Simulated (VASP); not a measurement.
Set up this calculation in VASP 6.6.1, as the native input.

- Task: single point
- Functional: PBE
- Potentials or basis: VASP PAW PBE potentials, release 64 (Si)
- Cutoff: 520 eV
- k mesh: 18 × 18 × 18
- Occupations: gaussian, width 0.1 eV
- Spin: no spin polarisation
- Dipole correction: no
- Further INCAR settings: ALGO = Fast; EDIFF = 1e-06; NBANDS = 8

The structure of Si lies in POSCAR:

```
Si
1.0
   -1.6117032754      1.6043274209      1.3847581419
    1.6117032754     -1.6988630381      1.5012452509
    1.6117032754      1.6988630381     -1.5012452509
Si
1
Direct
    0.0000000000      0.0000000000      0.0000000000
```

This isn't the form of Si at room conditions, which is diamond.

The cell isn't the ideal one: strained and moved within a subgroup.

One way to write it, as run:

INCAR

```
ALGO     = Fast           # electronic algorithm
EDIFF    = 1E-6           # SCF threshold, eV
ENCUT    = 520            # plane-wave cutoff, eV
GGA      = PE             # functional
ISIF     = 2              # what is computed and relaxed
ISMEAR   = 0              # smearing method
LASPH    = T              # aspherical terms in the spheres
LCHARG   = T              # write CHGCAR
LELF     = T              # ELF
LREAL    = F              # projectors in reciprocal space
LVHAR    = T            
LWAVE    = F              # write WAVECAR
NBANDS   = 8              # bands
NELM     = 100            # most SCF steps
PREC     = Accurate       # precision mode
SIGMA    = 0.1            # smearing width, eV
```

KPOINTS

```
k-points
0
Gamma
  18 18 18
```

Potentials or basis: VASP PAW PBE potentials, release 64 (Si).

Command:

```sh
$ cat potpaw_PBE.64/Si/POTCAR > POTCAR
$ mpirun -np 1 vasp_std > vasp.out
```

Results of the run:

```
Pressure               : -4.3 GPa
Band gap on the k mesh : none (metal or under the smearing width)
```

Run time: 88 s on 1 thread of AMD EPYC 9R45 96-Core Processor (Zen 5), on a shared host, peak memory 0.24 GiB.
